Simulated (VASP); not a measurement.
Runs of VASP 6.6.1 on MoS2. It takes space group P-3m1 (No. 164, trigonal). The conventional cell has a = 3.564 Å, b = 3.564 Å, c = 5.749 Å, α = 90.00°, β = 90.00°, γ = 120.00°. Around Mo (site symmetry -3m) lie 6 S at 2.52 Å. S (site symmetry 3m) has 3 Mo at 2.52 Å as nearest neighbours. Measurements of this composition are mostly on another form, of space group No. 194.

```tsv
spin	U	fixed moment (μB)	gap on the mesh (eV)	pressure (GPa)	moment (μB)	largest force (eV/Å)
collinear, random start	Mo d U = 3 eV	-	none	-10.6	0.00	0.55
collinear, random start	Mo d U = 6 eV	-	(a)	0.7	2.00	0.22
collinear, ferromagnetic start	Mo d U = 3 eV	4	-	4.2	4.00	(b)
collinear, ferromagnetic start	Mo d U = 6 eV	0	-	-1.5	0.00	0.22
collinear, ferromagnetic start	Mo d U = 6 eV	-	none	1.7	2.01	0.08
off	Mo d U = 3 eV	-	none	-10.6	-	0.55
```

Alike in all rows: task single point; level PBE+U; potentials or basis VASP PAW PBE potentials, release 64 (Mo_sv, S); cell as given; k mesh 6 × 6 × 4; cutoff (eV) 520; smearing gaussian 0.05 eV.

**Question.** Fill in the values left out.

**Answer.** (a) 0.80; (b) 0.11.

Caveats: this functional lacks dispersion, which binds the layers, so the pressure and a relaxed spacing across them are unreliable; the total moment is fixed, so each spin has its own Fermi level (some runs); the moment is held away from its start (some runs); U without spin polarisation on a metal has little footing (some runs).

A k mesh can miss the band edges, and the runs leave out spin-orbit coupling on Mo.

A gap of «none» marks a metal or a gap under the smearing width.
